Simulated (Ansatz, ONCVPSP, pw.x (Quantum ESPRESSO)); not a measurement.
Ga (Z = 31): one change to the ONCV potential, in the atom and in the fcc crystal

ONCVPSP 4.0.1.1 (patched build) input, shortened (lines: element, Z, core and valence counts, functional; n l f; lmax; l rc ep ncon nbas qcut; lloc lpopt rc5 dvloc0; l nproj debl; icmod fcfact rcfact), PBE, scalar-relativistic:

```
  Ga 31.00    6    2        4      upf
    1    0    2.00
    2    0    2.00
    2    1    6.00
    3    0    2.00
    3    1    6.00
    3    2   10.00
    4    0    2.00
    4    1    1.00
    2
    0    1.55    0.00    3    7    3.30
    1    2.10    0.00    3    6    4.40
    2    2.10    0.43    4    8    5.20
    4    5    1.15    3.00
    0    2    3.20
    1    3    1.30
    2    2    1.80
    3    5.00    1.55
```

Change: d: rc 1.92.

Cutoffs, loose and tight: the cutoffs (Ha) at which the residual kinetic energy of the hardest occupied pseudo-wave falls to 1 and 0.1 mHa per electron. They do not see the model core or the augmentation charge, which bear on the density cutoff. Test errors are all-electron minus pseudo excitation energies from the reference, over the configurations 4s2 4p0; 4s1 4p0; 4s2 4p0.5; 4s0 4p3; variants that change the core or the reference have their own tests.

Crystal test: fcc Ga in pw.x 7.5, no spin, 13³ k-points, Fermi–Dirac smearing 0.01 Ry, cutoffs set for each file from its atomic test. The reference is all-electron LAPW (Ansatz 0.2.0) with the same functional, mesh and smearing; V0 and B0 come from Birch–Murnaghan fits to the pressures at five volumes. Errors are pseudo minus all-electron; Δ is the rms difference of the E(V) curves that follow from these fits, minima aligned, over ±6 % about the mean V0. Mesh and smearing are coarse, so the numbers serve the comparison and aren't converged zero-temperature values; the lattice is a test structure that the element need not adopt.

All-electron: a0 = 4.236 Å (V0 = 19.00 Å³/atom), B0 = 48.8 GPa.

Q: Does the change bring the crystal closer to the all-electron result?

A: The mean pressure error goes from -3.84 to -5.63 GPa, so the change moves the solid further from the all-electron pressures. Neither pressure curve crosses zero within the volumes sampled, so no fits are given.

```tsv
quantity	base	changed
outcome (atom)	generated	generated
cutoff, loose (atom)	13 Ha	13 Ha
cutoff, tight (atom)	48 Ha	48 Ha
bound ghosts (atom)	none	none
largest test error (meV) (atom)	-400	-400
cutoffs in pw.x (Ry)	110/440	110/440
mean pressure error (GPa)	-3.84	-5.63
```

Base: This is a poor potential for the solid. The generator flags a localised state at positive energy (d at 12 eV). The cutoffs count occupied waves only; projector 2 of the d channel, the hardest unoccupied one, needs 68 Ha at the loose tolerance. Changed file: This is a poor potential for the solid. The cutoffs count occupied waves only; projector 2 of the d channel, the hardest unoccupied one, needs 85 Ha at the loose tolerance.
